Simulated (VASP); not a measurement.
# GaP: G0W0 on PBE, by spin-orbit coupling

GaP, F-43m (no. 216), 2 atoms in the cell.

| Spin-orbit coupling | Quasiparticle gap on the mesh (eV) | Gap of the starting point on the mesh (eV) | Quasiparticle gap at the zone centre (eV) | Starting gap at the zone centre (eV) | Correction of the gap between the band edges on the mesh (eV) | Time (s) |
|---|---|---|---|---|---|---|
| no | 2.26 | 1.70 | 2.72 | 1.80 | 0.57 | 11 |
| yes | 2.24 | 1.67 | 2.69 | 1.77 | 0.57 | 61 |

Limits: the mesh is coarse: neither the gap nor the screening is converged.

## Input of the first row

INCAR.step1:
```
SYSTEM = GaP
PREC = Accurate ; ENCUT = 500
ISMEAR = 0 ; SIGMA = 0.05
LASPH = .TRUE. ; LREAL = .FALSE.
GGA = PE ; ALGO = Normal
EDIFF = 1E-8 ; NELM = 150
LWAVE = .TRUE. ; LCHARG = .FALSE.
KPAR = 4
```

INCAR.step2, as INCAR.step1 but for:
```
- ALGO = Normal
- NELM = 150
+ ALGO = Exact
+ NELM = 1
+ ISTART = 1
+ NBANDS = 116
+ LOPTICS = .TRUE.
```

INCAR.step3:
```
SYSTEM = GaP
PREC = Accurate ; ENCUT = 500
ISMEAR = 0 ; SIGMA = 0.05
LASPH = .TRUE. ; LREAL = .FALSE.
GGA = PE ; ALGO = EVGW0
NBANDS = 116 ; NBANDSGW = 13
ENCUTGW = 130 ; NOMEGA = 48
PRECFOCK = Fast ; ISTART = 1
LWAVE = .FALSE. ; LCHARG = .FALSE.
NELMGW = 1 ; KPAR = 4
```

KPOINTS:
```
k-points
0
Gamma
  3 3 3
```

POSCAR:
```
GaP
1.0
    0.0000000000      2.7252500000      2.7252500000
    2.7252500000      0.0000000000      2.7252500000
    2.7252500000      2.7252500000      0.0000000000
Ga P
1 1
Direct
    0.0000000000      0.0000000000      0.0000000000
    0.7500000000      0.7500000000      0.7500000000
```

Commands (each step's output is kept before the next begins):
```
cat potpaw_PBE.64/Ga_d_GW/POTCAR potpaw_PBE.64/P_GW/POTCAR > POTCAR
cp INCAR.step1 INCAR
mpirun -np 4 vasp_std > vasp.out
cp INCAR.step2 INCAR
mpirun -np 4 vasp_std > vasp.out
cp INCAR.step3 INCAR
mpirun -np 4 vasp_std > vasp.out
```

Changes of the last row against the first:
```
(step 1)
+ LSORBIT = True
+ GGA_COMPAT = False
+ MAGMOM = 0 0 0 0 0 0
(step 2)
- NBANDS = 116
+ LSORBIT = True
+ GGA_COMPAT = False
+ MAGMOM = 0 0 0 0 0 0
+ NBANDS = 232
(step 3)
- NBANDS = 116
- NBANDSGW = 13
+ LSORBIT = True
+ GGA_COMPAT = False
+ MAGMOM = 0 0 0 0 0 0
+ NBANDS = 232
+ NBANDSGW = 26
- vasp_std
+ vasp_ncl
```

VASP 6.6.1 took 11 s on 4 cores (Intel Xeon 6975P-C (Granite Rapids)), a shared host.
